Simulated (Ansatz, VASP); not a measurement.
**Ge in VASP and in Ansatz**

The input INCAR:

```
SYSTEM = Ge
PREC = Accurate
ENCUT = 680
EDIFF = 1E-6
ISMEAR = -1
SIGMA = 0.05
LREAL = .FALSE.
LASPH = .TRUE.
NELM = 80
ALGO = Fast
ISIF = 3
LWAVE = .FALSE.
LCHARG = .FALSE.
GGA = PE
IBRION = 2
NSW = 40
EDIFFG = -0.02
```

KPOINTS

```
regular mesh
0
G
  8 8 8
  0 0 0
```

POSCAR

```
Ge
1.0
    0.0000000000      2.8289100000      2.8289100000
    2.8289100000      0.0000000000      2.8289100000
    2.8289100000      2.8289100000      0.0000000000
Ge
2
Direct
    0.7500000000      0.7500000000      0.7500000000
    0.5000000000      0.5000000000      0.5000000000
```

Contents of input.yaml:

```yaml
crystal:
  lattice:
    - [0.0, 2.82891, 2.82891]
    - [2.82891, 0.0, 2.82891]
    - [2.82891, 2.82891, 0.0]
  atoms:
    - { symbol: Ge, position: [0.75, 0.75, 0.75] }
    - { symbol: Ge, position: [0.5, 0.5, 0.5] }
hamiltonian:
  xc: pbe
  pseudopotentials: { kind: paw }
kpoints:
  mp_grid: { grid: [8, 8, 8] }
scf:
  occupations: { method: fermi_dirac, width: 0.05 }
output:
  forces: true
  stress: true
  write_density: true
  write_potential: true
  elf: true
  volumetric_format: npy
relax:
  f_tol: 0.01
  max_steps: 40
  cell: { stress_tol: 0.05 }
```

Alike in both runs: task relaxation of cell and atoms; functional PBE; k mesh 8 × 8 × 8; occupations fermi-dirac, width 0.05 eV; no spin polarisation.

|  | VASP | Ansatz |
| --- | --- | --- |
| version | VASP 6.6.1 | Ansatz 0.2.0 |
| potentials or method | VASP PAW PBE potentials, release 64 (Ge_d_GW) | Ansatz PAW |
| plane-wave cutoff (eV) | 680 | 420 |
| valence electrons in the cell | 28 | 28 |

Ansatz gave:

* gap on the k mesh at the Fermi level, each at its own relaxed structure (eV): none
* relaxed volume (Å³/atom): 23.91
* relaxed cell length with the largest relative difference (Å): 4.074
* energy change over the relaxation (meV/atom): -14

Q: Estimate VASP's values.

A: gap on the k mesh at the Fermi level, each at its own relaxed structure (eV): none; relaxed volume (Å³/atom): 23.89; relaxed cell length with the largest relative difference (Å): 4.073; energy change over the relaxation (meV/atom): -14.

A gap of «none» marks a metal or a gap that the smearing closes.

Caveats: this crystal is a semiconductor, whose small gap the functional closes, so the metal is an error of the method; the plane-wave basis is chosen anew once the cell has moved, so the energies of steps on either side of that aren't comparable (Ansatz). Zero-point motion and thermal expansion aren't in these numbers.
